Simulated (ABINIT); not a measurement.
Crystal: BN.

```
N B
1.0
     2.49824    0.00000    0.00000
    -1.24912    2.16354    0.00000
     0.00000    0.00000    6.63570
N B
2 2
Direct
  0.66667 0.33333 0.25000
  0.33333 0.66667 0.75000
  0.66667 0.33333 0.75000
  0.33333 0.66667 0.25000
```

Base run:

```yaml
Program: ABINIT 10.8.3 (patched build)
Functional: PBE
Potentials_or_basis: PseudoDojo NC SR PBE v0.5 standard
Cutoff: 1143 eV
k_mesh: 12 × 12 × 4
Occupations: fermi-dirac, width 0.05 eV
Spin: no spin polarisation
```

Its results: band gap on the k mesh 4.32 eV, indirect (least direct gap 4.69 eV); pressure 4.8 GPa.

Task: After a change of settings the same cell gave: band gap on the k mesh 4.33 eV, indirect (least direct gap 4.69 eV); pressure 3.6 GPa. Which change was it?
A. functional from PBE to SOGGA; potentials or basis from PseudoDojo NC SR PBE v0.5 standard to JTH PAW PBE v2.0; cutoff from 1143 eV to 707 eV
B. potentials or basis from PseudoDojo NC SR PBE v0.5 standard to JTH PAW PBE v2.0; cutoff from 1143 eV to 707 eV; k mesh from 12 × 12 × 4 to 5 × 5 × 2
C. potentials or basis from PseudoDojo NC SR PBE v0.5 standard to JTH PAW PBE v2.0; cutoff from 1143 eV to 707 eV; k mesh from 12 × 12 × 4 to 7 × 7 × 2
D. potentials or basis from PseudoDojo NC SR PBE v0.5 standard to SG15 NC PBE v1.2

Result: D.

Caveats: this functional lacks dispersion, which binds the layers, so the pressure and a relaxed spacing across them are unreliable.

Not every run made on this cell is shown here.
